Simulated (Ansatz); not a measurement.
CsPbI3 (cubic perovskite)

```
CELL_PARAMETERS angstrom
      6.24728     0.00000     0.00000
      0.00000     6.24728     0.00000
      0.00000     0.00000     6.24728
ATOMIC_POSITIONS crystal
  Cs 0.00000 0.00000 0.00000
  Pb 0.50000 0.50000 0.50000
  I  0.00000 0.50000 0.50000
  I  0.50000 0.50000 0.00000
  I  0.50000 0.00000 0.50000
```

The slice is a {110} plane (indices of the conventional cell) through the point (0.000, 0.500, 0.500) (fractional), spanned by u = [100] and v = [011] in vectors of this cell: u (6.25 Å) and v (8.83 Å, at 90° to u). It covers one period; positions are fractions (u, v).

Level of theory: PBEsol (plane waves to 420 eV, PAW, scalar-relativistic; Ansatz, a program for electronic structure). k mesh 6×6×6. These are valence fields of a PAW run, semicore shells included where kept as valence: close to a nucleus they are smooth pseudo fields. CsPbI3 was relaxed with its symmetry unable to fall. Spin-orbit coupling is left out, though I and Pb are heavy. This is a high-temperature form of CsPbI3.

### Question
Around which element is the density of the lowest conduction band (whole band as if filled, smooth part) largest on this plane?

### Answer
Pb. Mean over a disc round each atom, of radius 0.45 times the shortest bond: Pb 0.044, I 0.013, Cs 0.002 e/Å³.

### Question
Sketch the electron localisation function (ELF) on this plane as a map.

### Answer
```
|xx--**##==::==--xxxx--==::==##**--|
|****####--::--========--::--####**|
|%%%%%%**::..::--====--::..::**%%%%|
|%%%%##--      ..::::..      --##%%|
|++++--..                    ..--++|
|                                  |
|                                  |
|****--                        --**|
|@@@@%%++                    ++%%@@|
|@@@@@@%%--                --%%@@@@|
|xx**@@@@**                **@@@@**|
|xxxx@@@@##..            ..##@@@@xx|
|xx**@@@@**                **@@@@**|
|@@@@@@%%--                --%%@@@@|
|@@@@%%++                    ++%%@@|
|****--                        --**|
|                                  |
|                                  |
|++++--..                    ..--++|
|%%%%##--      ..::::..      --##%%|
|%%%%%%**::..::--====--::..::**%%%%|
|****####--::--========--::--####**|
|xx--**##==::==--xxxx--==::==##**--|
|xxxx**##==::==..xxxx..==::==##**xx|
```
Scale: ten equal steps from 0.00 (start of ' ') to 0.89 (end of '@'), in the order ' .:-=+*#%@'. Values: electron localisation function (ELF). The map has 17 points along u (two characters each, u = 0 at the left) and 24 along v (v = 0 in the bottom row). Points within 0.5 Å of a nucleus are blanked (x), as the pseudised field means little there.
